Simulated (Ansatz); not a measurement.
**Pt: enthalpy against pressure**

Pt, Fm-3m, a = 3.940 Å. Ansatz: r2SCAN, PAW, 500 eV, Γ-centred 18×18×18 mesh on 1 atom, Gaussian smearing 0.10 eV; no spin polarisation. Cell and atoms are relaxed at each pressure, and no other structure is tried, so the rows at high pressure may lie past a change of phase. y is the enthalpy over the state at zero pressure; there V0 = 15.293 Å³/atom. The pressures are the targets, met within 0.03 GPa.

```
P (GPa) y (eV/atom)
   -2.0      -0.1916
    0.0       0.0000
    2.0       0.1902
    5.0       0.4729
   10.0       0.9379
   20.0            ?
   40.0       3.5973
```

Fit y = c1 P + c2 P² + c3 P³ to the other rows, say what c1 and c2 mean, and predict the missing value.

Least squares on the rows shown. y = 0.095435 P − 0.00017363 P² + 9.0191×10⁻⁷ P³. Since dH/dP = V, c1 is V0: 0.095435 eV/GPa × 160.2 = 15.289 Å³ against 15.293; c2 = −V0/(2B0) gives B0 = 275 GPa, where a Birch–Murnaghan fit to the volumes of the same runs (not shown) gives 272 GPa. At P = 20.0 the fit asked for gives 1.8465 eV/atom. The run gave 1.8473 eV/atom, so the fit is 0.0008 eV/atom too low, 0.021 % of the span of the series, against an rms of 0.00003 eV/atom on the fitted rows. With a term in P⁴ added, a fit to the same known rows predicts 1.8474 eV/atom, so most of the miss is curvature that the known rows already hold.

Spin–orbit coupling is left out, which can shift energies with elements as heavy as these.